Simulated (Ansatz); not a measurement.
# CdS (Greenockite) (P6_3mc) in Ansatz: further runs, part 2 of 2

Ansatz 0.2.0. The steps go on from the part before.

## Step 5: Relaxation of cell and atoms, PBE-EpsX

input.yaml reads:

```yaml
crystal:
  lattice:
    - [4.15, 0.0, 0.0]
    - [-2.075, 3.5940054257, 0.0]
    - [0.0, 0.0, 6.737]
  atoms:
    - { symbol: Cd, position: [0.6666666667, 0.3333333333, 0.5] }
    - { symbol: Cd, position: [0.3333333333, 0.6666666667, 0.0] }
    - { symbol: S, position: [0.6666666667, 0.3333333333, 0.875] }
    - { symbol: S, position: [0.3333333333, 0.6666666667, 0.375] }
hamiltonian:
  xc:
    exchange: pbe
    correlation: pbe
    exx: { coeff: inverse_dielectric }
  pseudopotentials: { kind: paw }
kpoints:
  mp_grid: { grid: [4, 4, 2] }
scf:
  occupations: { method: fermi_dirac, width: 0.05 }
output:
  forces: true
  stress: true
  write_density: true
  write_potential: true
  elf: true
  volumetric_format: npy
relax:
  f_tol: 0.01
  max_steps: 40
  cell: { stress_tol: 0.05 }
```

Potentials or basis: Ansatz PAW.

The run is started by

```sh
ansatz run input.yaml --threads 2 --pin off --max-ram 5632MiB --backend cpu --events-out ev --progress --plain --runs-dir out
```

Standard output:

```text
Warning: RAYON_NUM_THREADS=2 ignored (pool sized by the plan → 2); use --threads N
the fraction of exact exchange is that of a crystal of Cd2S2
Engine: ansatz 0.2.0, aarch64-unknown-linux-gnu
Pseudopotentials: kind: paw
Pseudopotential: Cd, paw, valence charge 20, recommended cutoff 420 eV (normal), Cd.paw.azcp
Pseudopotential: S, paw, valence charge 6, recommended cutoff 420 eV (normal), S.paw.azcp
Functional definition: unnamed
  parameter a_1 = 0.25
  exchange = (1 - a_1)*pbe_x + a_1*exact_x
  correlation = pbe_c
  a weight of exact exchange comes from the crystal, and the text's number only plans the run
Solving k-mesh 6×6×4 for the fraction of exact exchange
ε∞ on k-mesh 6×6×4 of a primitive cell, without crystal.supercell, crystal.defects and total_charge: xx 5.9948, yy 5.9948, zz 6.0956; 3/Tr ε∞, of that cell with its empty space = 0.16588217910263595; solved inside the basis of its states, on 10×10×6 points, each entry to 0.0248, at a least direct gap of 1.195 eV
Crystal: 4 atoms, lattice volume = 100.483 Å³
Basis set: ecut = 420 eV, 1973 PW (Γ), exchange–correlation on 60×60×96 points (8 copies of the dense FFT grid, shifted against one another)
Bands: 32, of which v1, the nominal top of the filled ones, is band 26 counted from 1 (25 counted from 0)
Symmetry: 12 space group operations
Space group: P63mc (ITA 186), of the structure as read, at distance tolerance 4.6e-5 Å
k-points: 8 of 32
Non-local potential: Cd, projectors of the file, l = 0: 3, l = 1: 2, l = 2: 2, l = 3: 1
Non-local potential: S, projectors of the file, l = 0: 2, l = 1: 2, l = 2: 2
PAW form: soft (Blöchl's): semilocal exchange-correlation on the pseudo side does not see the compensation charge
PAW frozen core: Cd, regenerated for the run's functional, and the local potential with it (the file was generated under x = pbe(κ = 0.804, μ = 0.2195149727645171), c = pbe(β = 0.06672455060314922))
PAW frozen core: S, regenerated for the run's functional, and the local potential with it (the file was generated under x = pbe(κ = 0.804, μ = 0.2195149727645171), c = pbe(β = 0.06672455060314922))
PAW one-centre angular grid: Cd, 590 points (default); XC on 64 Gauss nodes
PAW one-centre angular grid: S, 110 points (default); XC on 64 Gauss nodes
Initial density: superposition of atomic densities (neutral atoms: chi_scale 0, normalization atom), corrected by the library's trained network
Initial wavefunctions: pseudopotential atomic-orbital guess
Functional: x = pbe(κ = 0.804, μ = 0.2195149727645171), c = pbe(β = 0.06672455060314922), warm-up for x = 0.8341178208973641 pbe(κ = 0.804, μ = 0.2195149727645171) + 0.16588217910263595 exact, c = pbe(β = 0.06672455060314922)
SCF iter   1: F=—  HF=-18315.600536 eV  |F-HF|=—  |Δ(HF+E_count)|=         —  Δρ=5.20e-4  dr2=1.70e-4  ethr=1.77e-3  ⟨swp⟩=11.0  Hψ=1198  notcnv=0
preconditioner: auto → none  [insulator: Δε(μ)=1.185 eV  Ē_g=11.649 eV  σ=0.050 eV  W_gap=1.00  n_scr=22 (ndim 8)  ℏωp=22.2 eV  f_vac=0.131  D(μ)=0.00/eV (n_scr^D=0)]
SCF iter   2: F=—  HF=-18315.600986 eV  |F-HF|=—  |Δ(HF+E_count)|=   4.50e-4  Δρ=1.97e-4  dr2=1.80e-5  ethr=3.28e-7  ⟨swp⟩=4.9  Hψ=855  notcnv=0  defer=2
SCF iter   3: F=—  HF=-18315.601063 eV  |F-HF|=—  |Δ(HF+E_count)|=   7.66e-5  Δρ=8.56e-5  dr2=3.19e-6  ethr=3.46e-8  ⟨swp⟩=3.0  Hψ=524  notcnv=0
SCF iter   4: F=—  HF=-18315.601084 eV  |F-HF|=—  |Δ(HF+E_count)|=   2.12e-5  Δρ=2.25e-5  dr2=4.45e-7  ethr=6.14e-9  ⟨swp⟩=3.0  Hψ=609  notcnv=0
iter 5 solved again at ethr=2.36e-11 eV; its pass at ethr=8.55e-10 eV (dr2=1.23e-8 eV) is discarded
SCF iter   5: F=—  HF=-18315.601084 eV  |F-HF|=—  |Δ(HF+E_count)|=   1.31e-7  Δρ=4.47e-6  dr2=1.23e-8  ethr=2.36e-11  ⟨swp⟩=2.8  Hψ=1065  notcnv=0
[... 152 lines left out ...]
SCF iter   2: F=-18320.787797 eV  HF=-18320.787797 eV  |F-HF|=1.82e-11  |Δ(HF+E_count)|=  8.40e-10  Δρ=1.39e-7  dr2=1.10e-11  ethr=4.35e-12  ⟨swp⟩=3.1  Hψ=547  notcnv=0
SCF 15 converged in 2 iterations: F = -18320.787797 eV  dr2 = 1.10e-11
  Residual-converged pass: ⟨swp⟩=3.1  Hψ=647  notcnv=0  max |occ|·‖R‖ = 1.3e-7 eV (tolerance 1.3e-7 eV)  dr2=9.49e-12  dr2_onsite=1.67e-12  max |Δocc| = 9.8e-22
hybrid outer 2: dexx = +1.226e-10 eV, tail = 2.94e-11 eV, Δε = 4.16e-5 eV (about 2.19e-6 eV left of the loop's levels), ΔF = 2.77e-6 eV/Å (tail 1.11e-5)
relax step   5: F+E_penalty+E_count = -18320.78779671 eV  Δ(F+E_penalty+E_count) = -1.120e-3 eV  max|allowed force component| = 2.525e-4 eV/Å  Δτ_max = 0.0000 Å  P = -0.003 GPa  Ω = 102.545 Å³  stress off target by 3.92e-3 GPa  SCF on the basis re-selected at this cell (its energy is not comparable with the rows above)  (7 SCF iters)
basis re-selected at this cell: Δ(F+E_penalty+E_count) = -1.120e-3 eV, ΔP = -0.003 GPa vs the last step (what re-selecting the basis moved, of the pressure what is left beyond the Pulay correction that the steps carried, after the strain that the cell walked since its last selection, with what the two solves' SCF thresholds leave and, on support functions, any second-order correction that the steps lacked; it is no measure of the basis error at this ecutwfc). This SCF's stress stands 3.92e-3 GPa from its target on what of the cell is left free (relax.cell.stress_tol is 5.00e-2 GPa) and its largest allowed force component is 2.53e-4 eV/Å (relax.f_tol is 1.00e-2 eV/Å): within both
hybrid SCF converged: 2 outer / 7 inner (+0 warm-up), last move |dexx| = 1.23e-10 eV, tail = 2.94e-11 eV
Stability not checked: this state was not tested for a lower state beside it, because the functional holds exact exchange (a hybrid, or Hartree-Fock), whose exchange loop this test does not read (fock_operator; see scf.lower_state_search)
Free energy (F): -18320.787797 eV
Frozen-core exchange: fock
Harris-Foulkes:  -18320.787797 eV  (|F-HF|=1.82e-11)
Internal energy: -18320.787797 eV  (E = F + TS)
E sigma→0 (E₀):  -18320.787797 eV
Fermi energy:    6.945717 eV
--- Per-component energies (eV) ---
  E_band       = -1131.249908
  E_kinetic    = 1223.737852
  E_local      = -8137.023592  (includes V_loc(G=0)·N_el)
  E_nonlocal   = 125.228562
  E_hartree    = 3735.600947
  E_xc         = -463.550200
  E_vxc        = -523.388427  (∫ρ·V_xc dr)
  E_exx        = -146.416874  (= α·E_x^exact, valence–valence)
  E_paw        = -9311.435012  (= ΣΔE_a)
  E_vpaw       = -998.172338  (= ΣTr[D̂ρ^β])
  E_aug_tail   = 0.000031  (compensation charges beyond the density's cutoff)
  E_ewald      = -5345.996001
  E_core_change = -0.933510  (= ΣΔE_core)
  E_smearing   = -0.000000  (= −TS)
  E_closure    = -0.000000  (closes the sum)
  Σ components = -18320.787797   (vs F -18320.787797, Δ=3.64e-12)
--- Forces (eV/Å), atoms counted from 1 ---
  atom   1  Cd     0.00000000     0.00000000    -0.00024949
  atom   2  Cd    -0.00000000    -0.00000000    -0.00024949
  atom   3  S      0.00000000     0.00000000     0.00025552
  atom   4  S     -0.00000000    -0.00000000     0.00025552
  max |Σ_I F_I| component: 1.21e-5 eV/Å
--- Stress (GPa, compression-positive) ---
       -0.002040       0.000000      -0.000000
       -0.000000      -0.002040      -0.000000
       -0.000000      -0.000000      -0.003915
  P = ⅓ Tr σ = -0.0027 GPa (-0.027 kbar)
--- Band table (eV; the first three rows and the last of 8) ---
  k-point 0: bands = ["-98.8412", "-98.8411", "-59.0195", "-59.0193", "-59.0190", "-59.0190", "-59.0189", "-59.0189", "-7.2044", "-6.7820", "-2.6171", "-2.6102", "-2.6102", "-2.5312", "-2.5312", "-2.2258", "-2.2258", "-2.1445", "-2.1445", "-1.7924", "1.3802", "5.0252", "5.0252", "5.7604", "5.7913", "5.7913", "8.0535", "9.7076", "13.4921"]
  k-point 1: bands = ["-98.8411", "-98.8411", "-59.0194", "-59.0194", "-59.0190", "-59.0190", "-59.0190", "-59.0190", "-6.9876", "-6.9876", "-2.5767", "-2.5767", "-2.5767", "-2.5767", "-2.3786", "-2.3786", "-2.1799", "-2.1799", "-2.1799", "-2.1799", "3.3025", "3.3025", "5.3947", "5.3947", "5.3947", "5.3947", "9.7472", "9.7472", "13.1595"]
  k-point 2: bands = ["-98.8411", "-98.8411", "-59.0195", "-59.0193", "-59.0190", "-59.0190", "-59.0190", "-59.0190", "-7.0147", "-6.7079", "-2.5595", "-2.5457", "-2.4563", "-2.4329", "-2.4075", "-2.2599", "-2.2146", "-2.1916", "-2.1300", "-1.6729", "1.7458", "3.3348", "3.8359", "4.4231", "5.3087", "5.4114", "9.8617", "10.9617", "12.4900"]
  k-point 7: bands = ["-98.8411", "-98.8411", "-59.0194", "-59.0194", "-59.0191", "-59.0191", "-59.0190", "-59.0190", "-6.7198", "-6.7198", "-2.4610", "-2.4610", "-2.4265", "-2.4265", "-2.2618", "-2.2618", "-2.1758", "-2.1758", "-1.7727", "-1.7727", "1.8825", "1.8825", "3.7572", "3.7572", "4.6218", "4.6218", "11.2351", "11.2351", "12.8345"]
  guard bands above this table: 3 of the run's 32 bands. The solve was not asked for them (output.publish_guard_bands: true or output.eigenvalues: true publishes all)
--- Relaxed structure (4 steps of the walk, 4 accepted, 1 SCFs on fresh bases) ---
  F+E_penalty+E_count = -18320.78779671 eV   max|allowed force component| = 2.525e-4 eV/Å   (the final SCF, on the basis selected at the relaxed cell)
  cell:  # Å, volume = 102.5451 Å³
    - [4.179453926654985, 0.0, 8.121632335976325e-18]
    - [-2.0897269633274926, 3.6195132744298415, -4.060816167988163e-18]
    - [1.3184442662051513e-17, -2.2327112593416396e-33, 6.778680570599058]
  atoms:
    - { symbol: Cd, position: [0.6666666666666666, 0.3333333333333333, 0.49901331660122944] }
    - { symbol: Cd, position: [0.3333333333333333, 0.6666666666666666, -0.0009866833987705165] }
    - { symbol: S, position: [0.6666666666666666, 0.3333333333333333, 0.8759866833987703] }
    - { symbol: S, position: [0.3333333333333333, 0.6666666666666666, 0.37598668339877045] }
```

It took 2.6 min on 2 threads of Arm Neoverse V1, shared host; peak memory 1.1 GiB.

Results:

| Quantity | Value |
| --- | --- |
| Free energy | -18320.7878 eV |
| Relaxed volume | 25.64 Å³/atom |
| Relaxed cell | a = 4.179 Å, b = 4.179 Å, c = 6.779 Å, α = 90.00°, β = 90.00°, γ = 120.00° |
| Space group after relaxing (to 0.05 Å) | P6_3mc (No. 186) |
| Energy gained by relaxing | 2.1 meV/atom |
| Ionic steps | 5 |
| Pressure after relaxing | 0.0 GPa |
| Band gap on the k mesh | 2.26 eV, direct |
| Share of exact exchange | 0.166 |

The path:
```csv
step,energy change (eV),largest force (eV/Å),volume (Å³)
1,0.0000,0.0593,100.48
2,-0.0072,0.0243,102.66
3,-0.0074,0.0115,102.57
4,-0.0074,0.0002,102.55
5,-0.0085,0.0003,102.55
```

Final structure:
```
Cd S
1.0
     4.17945    0.00000    0.00000
    -2.08973    3.61951    0.00000
     0.00000    0.00000    6.77868
Cd S
2 2
Direct
  0.66667 0.33333 0.49901
  0.33333 0.66667 0.99901
  0.66667 0.33333 0.87599
  0.33333 0.66667 0.37599
```

Caveat: the k mesh is coarse (spacing up to 0.47 Å⁻¹), so the values aren't converged, least of all with exact exchange; the plane-wave basis is chosen anew once the cell has moved, so the energies of steps on either side of that aren't comparable; the PAW data sets come from PBE, with cores solved anew for the run's functional, which leaves a small shift of forces and pressure.

## Step 6: The runs side by side

| task | level | potentials or basis | cell | k mesh | cutoff (eV) | points for each segment of the path | mesh quality | gap on the mesh (eV) | pressure (GPa) | largest force (eV/Å) |
| --- | --- | --- | --- | --- | --- | --- | --- | --- | --- | --- |
| band structure | exchange-only PBE | Ansatz PAW | as given | 7 × 7 × 4 | 420 | 14 | not flagged | 1.17 | 10.7 | 0.07 |
| band structure | PBE | PseudoDojo standard (PBE files) | as given | 7 × 7 × 4 | 1388 | 14 | not flagged | 1.20 | 2.1 | 0.07 |
| band structure | PBE-EpsX | Ansatz PAW | as given | 4 × 4 × 3 | 420 | 4 | coarse | 2.30 | 1.3 | 0.06 |
| relaxation of cell and atoms | PBE-EpsX | Ansatz PAW | relaxed | 4 × 4 × 2 | 420 | - | coarse | 2.26 | 0.0 | - |

Alike in all rows: no spin polarisation; smearing fermi-dirac 0.05 eV.

Caveats: some runs use coarse meshes; the PAW data sets come from PBE, with cores solved anew for the run's functional, which leaves a small shift of forces and pressure (some runs); the thresholds are loose for stress (some runs); the plane-wave basis is chosen anew once the cell has moved, so the energies of steps on either side of that aren't comparable (some runs).

Total energies depend on the potentials used, so only differences within one code and one set of settings carry meaning.

## Step 7: How close it comes

Step 2. Measured gap of CdS: 2.5809 eV (quoted in “Isotope dependence of band-gap energy”, 2008, arxiv:0807.2152). This calculation gives 1.17 eV (-1.41 eV). So large a miss can be the level of theory's own, or it may mean another phase, state or a wrong row. Spin-orbit coupling on Cd is left out. The value is that of exchange-only PBE, without temperature or zero-point motion.

Step 3. A measured gap of CdS is 2.5809 eV (quoted in “Isotope dependence of band-gap energy”, 2008, arxiv:0807.2152); the calculated 1.20 eV misses it by -1.39 eV. So large a miss can be the level of theory's own, or it may mean another phase, state or a wrong row. Spin-orbit coupling on Cd is left out. The value is that of PBE, without temperature or zero-point motion. Semilocal functionals fall short of measured gaps as a rule.
